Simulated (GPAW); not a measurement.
**GaN: dielectric tensor with PBE**

**Measured values to compare with.**

A printed reference work, textbook reports, for a bulk crystal of GaN at 0 K: band gap 3.299 eV (direct).

GaN:

```
Ga N
1.0
     0.00000    2.25350    2.25350
     2.25350    0.00000    2.25350
     2.25350    2.25350    0.00000
Ga N
1 1
Direct
  0.00000 0.00000 0.00000
  0.75000 0.75000 0.75000
```

The cell is a database's computed one.

| Quantity | Value |
| --- | --- |
| Program | GPAW 26.7.0 |
| Task | dielectric tensor |
| Functional | PBE |
| Potentials or basis | GPAW PAW data sets (gpaw-data 1.2.1) |
| Cutoff | 650 eV |
| Basis | pw |
| k mesh | 8 × 8 × 8 |
| Occupations | fermi-dirac, width 0.001 eV |
| Spin | no spin polarisation |
| Response ecut | 80 eV |
| Maxiter | 150 |
| Response k mesh | 26 × 26 × 26 |
| Response bands | 20 |
| Kernels | ["RPA", "LR0.3", "LR0.1"] |
| Coarser k mesh | 18 × 18 × 18 |

```yaml
Band_gap_on_the_k_mesh: 1.83 eV, direct
Electronic_dielectric_tensor_diagonal: 5.57
```

Electronic dielectric tensor:
```
5.57 0.00 0.00
0.00 5.57 0.00
0.00 0.00 5.57
```

Wall time 110 s on 1 thread of Intel(R) Xeon(R) Platinum 8488C (Sapphire Rapids), with other jobs on the host, peak memory 0.65 GiB.

Measured gap of GaN: 3.299 eV (direct; 0 K; a printed reference work, textbook). This calculation gives 1.83 eV (-1.47 eV). Spin-orbit coupling on Ga is left out. The value is that of PBE on a finite k mesh, which can miss the band edges, without temperature or zero-point motion. Semilocal functionals fall short of measured gaps as a rule. The cell is a database's relaxed one, not the measured one, which moves gaps too.

Caveat: the long-wavelength limit can be off by a per cent or two.
